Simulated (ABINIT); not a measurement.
Crystal: TiSi2.

```xyz
6
Lattice="1.7651 -6.7593 0.0000 1.7651 6.7593 0.0000 0.0000 0.0000 3.5652" Properties=species:S:1:pos:R:3 pbc="T T T"
Ti    1.7651    5.3653    0.8913
Ti    1.7651   -5.3653    2.6739
Si    1.7651   -3.3839    0.8913
Si    1.7651    3.3839    2.6739
Si    1.7651    0.7875    0.8913
Si    1.7651   -0.7875    2.6739
```

The cell comes from a database or a generator and needn't be the stable form of this composition.

Base run:

| Quantity | Value |
| --- | --- |
| Program | ABINIT 10.8.3 (patched build) |
| Functional | PBEsol |
| Potentials or basis | JTH PAW PBE v2.0 |
| Cutoff | 408 eV |
| k mesh | 8 × 8 × 8 |
| Occupations | fermi-dirac, width 0.05 eV |
| Spin | no spin polarisation |

Its results: band gap on the k mesh none (metal or under the smearing width); pressure -1.9 GPa; largest force 0.199 eV/Å.

The run is repeated on the same cell with these changes: functional from PBEsol to LDA; potentials or basis from JTH PAW PBE v2.0 to JTH PAW LDA v2.0. What comes out?

Band gap on the k mesh none (metal or under the smearing width); pressure -5.1 GPa; largest force 0.108 eV/Å.

Caveats: the PAW data sets were made with another functional, which shifts forces and pressure a little (some runs).

Not every run made on this cell is shown here.
